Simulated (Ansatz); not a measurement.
# SnGe5: a trial structure relaxed

Where does this trial cell of SnGe5 go when cell and atoms are let free?

Program: Ansatz 0.2.0. Level of theory: DFT PBE, scalar-relativistic, plane waves, PAW. These are calculated values, not measurements.

## Step 1: The structure to begin with

It takes space group Cmmm (No. 65, orthorhombic). Conventional cell: a = 4.197 Å, b = 12.591 Å, c = 4.712 Å, α = 90.00°, β = 90.00°, γ = 90.00°. Sn (site symmetry mmm) has 12 Ge at 2.97 to 3.15 Å as nearest neighbours. Around Ge (site symmetry mmm) lie 8 Ge at 2.97 to 3.15 Å and 4 Sn at 3.15 Å. Ge (site symmetry m2m) has 10 Ge at 2.97 to 3.15 Å and 2 Sn at 2.97 Å as nearest neighbours. Around Ge (site symmetry m2m) lie 10 Ge at 2.97 to 3.15 Å and 2 Sn at 3.15 Å.

As a file:

```xyz
6
Lattice="2.0985 -6.2955 0.0000 2.0985 6.2955 0.0000 0.0000 0.0000 4.7116" Properties=species:S:1:pos:R:3 pbc="T T T"
Sn    0.0000    0.0000    0.0000
Ge    2.0985    0.0000    2.3558
Ge    2.0985    2.0985    0.0000
Ge    2.0985    4.1970    2.3558
Ge    2.0985   -4.1970    2.3558
Ge    2.0985   -2.0985    0.0000
```

The start is an ordering of an alloy on its end members' structure types: elements ordered on the sites of the Ga type, Ge/Sn on Ga (Cmmm, No. 65).

## Step 2: A first look at the guess

File input.yaml:

```yaml
crystal:
  lattice:
    - [2.09851652, -6.29554955, 0.0]
    - [2.09851652, 6.29554955, 0.0]
    - [0.0, 0.0, 4.71162106]
  atoms:
    - { symbol: Sn, position: [0.0, 0.0, 0.0] }
    - { symbol: Ge, position: [0.5, 0.5, 0.5] }
    - { symbol: Ge, position: [0.33333333, 0.66666667, 0.0] }
    - { symbol: Ge, position: [0.16666667, 0.83333333, 0.5] }
    - { symbol: Ge, position: [0.83333333, 0.16666667, 0.5] }
    - { symbol: Ge, position: [0.66666667, 0.33333333, 0.0] }
basis:
  ecutwfc: 420
kpoints:
  mp_grid: { grid: [4, 4, 4] }
hamiltonian:
  xc: pbe
scf:
  occupations: { method: gaussian, width: 0.1 }
  lower_state_search: "off"
output:
  forces: true
  stress: true
  eigenvalues: true
```

Started as:

```sh
> ansatz run input.yaml --threads 1 --pin off --max-ram 2560MiB --backend cpu --events-out ev --progress --plain --runs-dir out
```

Further runs follow: a loose first relaxation; relaxation on the finer mesh.

Before running it: what results should come out? Wanted: conventional cell; volume; energy over the elements, grey Sn; gap on the mesh.

As calculated:

| quantity | value |
| --- | --- |
| symmetry at the end (tolerance 0.05 Å) | space group Cmmm (No. 65) |
| conventional cell | a = 4.727 Å, b = 11.787 Å, c = 4.483 Å, α = 90.00°, β = 90.00°, γ = 90.00° |
| volume | 20.82 Å³/atom |
| energy over the elements, grey Sn | +0.29 eV/atom |
| gap on the mesh | none (metal) |

The space group Cmmm (No. 65) is kept, at nearly the size of the first guess. The formation energy is positive, so the separate elements lie lower. No finished test with a distortion of lower symmetry is shown, so the end may be a saddle point.
